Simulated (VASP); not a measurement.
# Settings for CuAu: vacuum levels of a slab or layer

CuAu, slab, 4 atoms in the cell. PBEsol; PAW potentials Au, Cu (PBE set). VASP 6.6.1.

Wanted: face levels within 0.04 eV; energy within 2 meV/atom; forces within 0.02 eV/Å.

Crystal: CuAu, P4/mmm; Face: (0 0 1); Atomic planes: 4; Dipole correction: yes.

Face levels: vacuum level at each face, counted from the Fermi level.

POSCAR of the starting run:
```
CuAu
1.0
    2.7804745401      0.0000000000      0.0000000000
    0.0000000000      2.7804745401      0.0000000000
    0.0000000000      0.0000000000     20.5126367168
Au Cu
2 2
Direct
    0.0000000000      0.0000000000      0.4552094253
    0.0000000000      0.0000000000      0.6343717240
    0.5000000000      0.5000000000      0.3656282760
    0.5000000000      0.5000000000      0.5447905747
```

The series start from vacuum (Å): 15; correction: LDIPOL, IDIPOL 3, DIPOL, AMIN 0.01; k spacing (1/Å): 0.3; Cutoff ENCUT (eV): 380; SCF threshold EDIFF (eV): 1e-6; PREC: Accurate; ALGO: Normal. Each series keeps the choices made before it, and each single choice may use up half of a tolerance.

## Vacuum (Å)

| Vacuum (Å) | Face levels, largest deviation (eV) | Energy less reference (meV/atom) | Forces, largest deviation (eV/Å) | SCF iterations | Time (s) |
|---|---|---|---|---|---|
| 6 | 0.024 | -3.0 | 0.010 | 18 | 5.9 |
| 8 | 0.011 | 0.7 | 0.003 | 18 | 6.6 |
| 10 | 0.009 | 0.7 | 0.003 | 21 | 8.1 |
| 12 | 0.002 | 0.6 | 0.001 | 25 | 10 |
| 15 | 0.001 | 0.3 | 0.004 | 29 | 15 |
| 20 | 0.000 | 0.1 | 0.003 | 33 | 20 |
| 25 (reference) | 0.000 | 0.0 | 0.000 | 37 | 25 |

Chosen: 8, the loosest value from which every tighter one stays within half of the tolerance.

## Correction

| Correction | Face levels, largest deviation (eV) | Energy less reference (meV/atom) | Forces, largest deviation (eV/Å) | SCF iterations | Time (s) |
|---|---|---|---|---|---|
| LDIPOL, IDIPOL 3, DIPOL, AMIN 0.01 | 0.000 | 0.0 | 0.000 | 18 | 6.6 |
| LDIPOL, default AMIN | 0.000 | 0.0 | 0.000 | 18 | 6.5 |
| LDIPOL, no DIPOL | no result | no result | no result | 150 | 52 |
| IDIPOL 3 alone (energy only) | 0.252 | 0.8 | 0.003 | 18 | 6.5 |
| kernel truncation, coarsened | 0.167 | -1.1 | 0.002 | 19 | 7.9 |
| kernel truncation, full padding | 0.008 | -0.9 | 0.000 | 18 | 7.8 |

Chosen: LDIPOL, IDIPOL 3, DIPOL, AMIN 0.01; no other choice that stays within half of the tolerance saves 30 % of the time.

## k spacing (1/Å)

| k spacing (1/Å) | Face levels, largest deviation (eV) | Energy less reference (meV/atom) | Forces, largest deviation (eV/Å) | SCF iterations | Time (s) |
|---|---|---|---|---|---|
| 0.6 | 0.057 | 76.3 | 0.064 | 18 | 4.5 |
| 0.45 | 0.216 | 19.1 | 0.049 | 19 | 5.6 |
| 0.3 | 0.154 | 2.1 | 0.078 | 18 | 6.6 |
| 0.22 | 0.035 | -1.6 | 0.032 | 18 | 8.3 |
| 0.16 (reference) | 0.000 | 0.0 | 0.000 | 18 | 11 |

Chosen: 0.16; the next looser run is off by more than half of the tolerance, so convergence isn't shown beyond this value.

## Cutoff ENCUT (eV)

| Cutoff ENCUT (eV) | Face levels, largest deviation (eV) | Energy less reference (meV/atom) | Forces, largest deviation (eV/Å) | SCF iterations | Time (s) |
|---|---|---|---|---|---|
| 240 | 0.025 | 85.2 | 0.036 | 19 | 5.9 |
| 300 | 0.004 | -4.1 | 0.008 | 18 | 6.8 |
| 340 | 0.004 | -2.8 | 0.004 | 18 | 10 |
| 380 | 0.002 | -0.4 | 0.001 | 18 | 11 |
| 440 | 0.001 | 0.7 | 0.001 | 18 | 14 |
| 525 (reference) | 0.000 | 0.0 | 0.000 | 18 | 19 |

Chosen: 380.

## SCF threshold EDIFF (eV)

| SCF threshold EDIFF (eV) | Face levels, largest deviation (eV) | Energy less reference (meV/atom) | Forces, largest deviation (eV/Å) | SCF iterations | Time (s) |
|---|---|---|---|---|---|
| 0.001 | 0.123 | 0.0 | 0.010 | 12 | 7.3 |
| 0.0001 | 0.082 | 0.0 | 0.004 | 13 | 7.9 |
| 1e-5 | 0.000 | 0.0 | 0.002 | 17 | 9.9 |
| 1e-6 | 0.000 | 0.0 | 0.000 | 18 | 11 |
| 1e-7 (reference) | 0.000 | 0.0 | 0.000 | 19 | 12 |

Chosen: 1e-5.

## PREC

| PREC | Face levels, largest deviation (eV) | Energy less reference (meV/atom) | Forces, largest deviation (eV/Å) | SCF iterations | Time (s) |
|---|---|---|---|---|---|
| Accurate | 0.000 | 0.0 | 0.000 | 17 | 9.9 |
| Normal | 0.001 | -0.1 | 0.006 | 17 | 6.2 |

Chosen: Accurate; Normal would be accurate enough too and is faster here.

## ALGO

| ALGO | Face levels, largest deviation (eV) | Energy less reference (meV/atom) | Forces, largest deviation (eV/Å) | SCF iterations | Time (s) |
|---|---|---|---|---|---|
| Normal | 0.000 | 0.0 | 0.000 | 17 | 9.9 |
| Fast | 0.001 | 0.0 | 0.001 | 18 | 11 |
| All | 0.004 | 0.0 | 0.028 | 20 | 13 |

Chosen: Normal.

## All choices together

| Input | Face levels, largest deviation (eV) | Energy less reference (meV/atom) | Forces, largest deviation (eV/Å) | Time (s) |
|---|---|---|---|---|
| starting input without the dipole correction (naive) | 0.324 | 1.8 | 0.076 | 12 |
| chosen settings | 0.014 | 0.3 | 0.003 | 9.9 |
| reference settings throughout | 0.000 | 0.0 | 0.000 | 100 |

The chosen settings stay within the tolerance of the reference run, but the reference itself isn't shown to be converged in: k spacing (1/Å).

Values of the reference run: Face levels: 4.995, 4.425 eV.

## The input

INCAR:
```
SYSTEM = CuAu
PREC = Accurate ; ENCUT = 380
EDIFF = 1E-5 ; ISMEAR = 1
SIGMA = 0.1 ; LREAL = .False.
LASPH = .True. ; ALGO = Normal
NELM = 150 ; LWAVE = .False.
LCHARG = .False. ; GGA = PS
KPAR = 4 ; LVHAR = .True.
LVACPOTAV = .True. ; LDIPOL = .True.
IDIPOL = 3 ; DIPOL = 0.5 0.5 0.5
AMIN = 0.01
```

KPOINTS:
```
Automatic mesh
0
Gamma
  15 15 1
  0 0 0
```

POSCAR:
```
CuAu
1.0
    2.7804745401      0.0000000000      0.0000000000
    0.0000000000      2.7804745401      0.0000000000
    0.0000000000      0.0000000000     13.5126367168
Au Cu
2 2
Direct
    0.0000000000      0.0000000000      0.4320064022
    0.0000000000      0.0000000000      0.7039807934
    0.5000000000      0.5000000000      0.2960192066
    0.5000000000      0.5000000000      0.5679935978
```

Commands:
```
cat potpaw_PBE.64/Au/POTCAR potpaw_PBE.64/Cu/POTCAR > POTCAR
mpirun -np 4 vasp_std > vasp.out
```

Limits: The program found no field-free region, so the vacuum level is rough.

The chosen input took VASP 6.6.1 9.9 s on 4 cores (Intel Xeon 6975P-C (Granite Rapids)), a shared host.

## An input that fails: vacuum far too thin for the dipole correction

It runs to its end, but against the unchanged starting input it is off by 2.127 eV in the face levels, 162.1 meV/atom in the energy, 0.840 eV/Å in the forces.

Vacuum (Å): 15 becomes 3.

Changes against the starting input:
```
(POSCAR)
-    0.0000000000      0.0000000000     20.5126367168
+    0.0000000000      0.0000000000      8.5126367168
-    0.0000000000      0.0000000000      0.4552094253
-    0.0000000000      0.0000000000      0.6343717240
-    0.5000000000      0.5000000000      0.3656282760
-    0.5000000000      0.5000000000      0.5447905747
+    0.0000000000      0.0000000000      0.3920695412
+    0.0000000000      0.0000000000      0.8237913763
+    0.5000000000      0.5000000000      0.1762086237
+    0.5000000000      0.5000000000      0.6079304588
```
